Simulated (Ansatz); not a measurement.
Theory: DFT PBE, scalar-relativistic, plane waves, PAW (Ansatz). All cells share a 420 eV cutoff and Γ-centred k meshes spaced at most about 0.3 Å⁻¹ (about 0.25 or finer for metals, 2π included). No spin polarisation.

These are static total energies at zero pressure.

Compare these two cells of In₃Sb₂As, each relaxed at this level.

A.

```
CELL_PARAMETERS angstrom
4.55862 0.00000 0.00000
2.26275 6.09170 0.00000
0.49658 2.88064 6.69421
ATOMIC_POSITIONS crystal
In 0.33245 0.84354 0.85268
In 0.94597 0.23929 0.03692
In 0.08202 0.76376 0.40081
Sb 0.69878 0.56197 0.25848
Sb 0.72579 0.11869 0.60990
As 0.36889 0.42819 0.79513
```

B.

```
CELL_PARAMETERS angstrom
4.54776 0.00000 0.00000
1.49929 5.92850 0.00000
0.96691 2.83499 7.74497
ATOMIC_POSITIONS crystal
In 0.68033 0.69365 0.99337
In 0.94326 0.46514 0.75106
In 0.20917 0.07120 0.30265
Sb 0.09118 0.98572 0.99742
Sb 0.45158 0.57669 0.52491
As 0.62448 0.33260 0.30559
```

Problem. Which is lower in energy, and by how much?

Solution. B is lower, by 55 meV/atom. A has space group P1 (No. 1), 31.0 Å³/atom and no gap on its mesh; B has space group P1 (No. 1), 34.8 Å³/atom and a gap of 0.17 eV. A holds Sb–Sb pairs (shortest 2.98 Å); in B the shortest Sb–Sb distance is 4.46 Å. The lower one is the more open, so pressure narrows the difference. In A, around In on its first site lie 1 As at 2.84 Å, 3 Sb at 2.95–3.03 Å and 1 In at 3.28 Å; Sb on its first site is surrounded by 4 In at 2.96–3.03 Å and 1 Sb at 2.98 Å; As has 4 In at 2.80–2.89 Å and 1 Sb at 2.84 Å; 3 more sites not described. In B, around In on its first site lie 1 As at 2.77 Å, 2 Sb at 2.84–2.89 Å and 1 In at 2.84 Å; around Sb on its first site lie 4 In at 2.84–2.90 Å; around As lie 1 Sb at 2.68 Å and 3 In at 2.75–2.77 Å; 3 more sites not described. Both come from invented guesses. The lowest form computed isn't among them: it has Sb and As ordered on zinc blende sites, space group P3m1 (No. 156), 34.2 Å³/atom and lies 121 meV/atom below the best shown.

Spin–orbit coupling, which can matter for Sb, is left out. Kohn–Sham gaps at this level usually fall short of measured ones. The missing spin–orbit coupling can work the other way here. Cells relaxed within their symmetry can be saddle points. Some candidate types were left out of the draw beforehand, so a known form may be missing.
